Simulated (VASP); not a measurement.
Wanted: the native input for a VASP 6.6.1 run.

```yaml
Task: band structure
Functional: PBE
Potentials_or_basis: VASP PAW PBE potentials, release 64 (Mg, H)
Cutoff: 520 eV
k_mesh: 4 × 4 × 6
Occupations: gaussian, width 0.03 eV
Spin: no spin polarisation
Grid_for_exact_exchange_PRECFOCK: Fast
Further_INCAR_settings: ALGO = Normal; EDIFF = 1e-06; NBANDS = 13
```

The structure of MgH2 lies in POSCAR:

```
MgH2                                    
1.0
    4.4732210778      0.0000000000      0.0000000000
    0.0000000000      4.4732210778      0.0000000000
    0.0000000000      0.0000000000      3.0045388693
  Mg              H             
     2     4
Direct
     0.0000000000000000    0.0000000000000000    0.0000000000000000
     0.5000000000000000    0.5000000000000000    0.5000000000000000
     0.3044202687640052    0.3044202687640052    0.0000000000000000
     0.1955797312359948    0.8044202687640052    0.5000000000000000
     0.6955797312359948    0.6955797312359948    0.0000000000000000
     0.8044202687640052    0.1955797312359948    0.5000000000000000
```

One way to write it, as run:

INCAR

```
SYSTEM = MgH2
ALGO = Normal ; EDIFF = 1E-6
ENCUT = 520 ; GGA = PE
ISIF = 2 ; ISMEAR = 0
KPAR = 4 ; LASPH = .TRUE.
LCHARG = .FALSE. ; LREAL = .FALSE.
LWAVE = .FALSE. ; NBANDS = 13
NELM = 80 ; PREC = Accurate
SIGMA = 0.03
```

KPOINTS

```
k-points
0
G
  4 4 6
  0 0 0
```

KPOINTS_OPT

```
explicit points
6
Reciprocal
 0.0000000000  0.0000000000  0.0000000000 1
 0.5000000000  0.5000000000  0.5000000000 1
 0.5000000000  0.5000000000  0.0000000000 1
 0.0000000000  0.5000000000  0.5000000000 1
 0.0000000000  0.5000000000  0.0000000000 1
 0.0000000000  0.0000000000  0.5000000000 1
```

Potentials or basis: VASP PAW PBE potentials, release 64 (Mg, H).

Launch:

```bash
$ cat potpaw_PBE.64/Mg/POTCAR potpaw_PBE.64/H/POTCAR > POTCAR
$ mpirun -np 4 vasp_std > vasp.out
```

It gave:

The pressure is 0.8 GPa, the band gap on the k mesh is 3.91 eV, indirect (least direct gap 4.76 eV) and the band gap along the path is 3.98 eV, indirect (least direct gap 4.87 eV).

Run time: 7.2 s on 4 MPI ranks on Intel(R) Xeon(R) Platinum 8488C (Sapphire Rapids) (shared host), peak memory 0.18 GiB a rank.
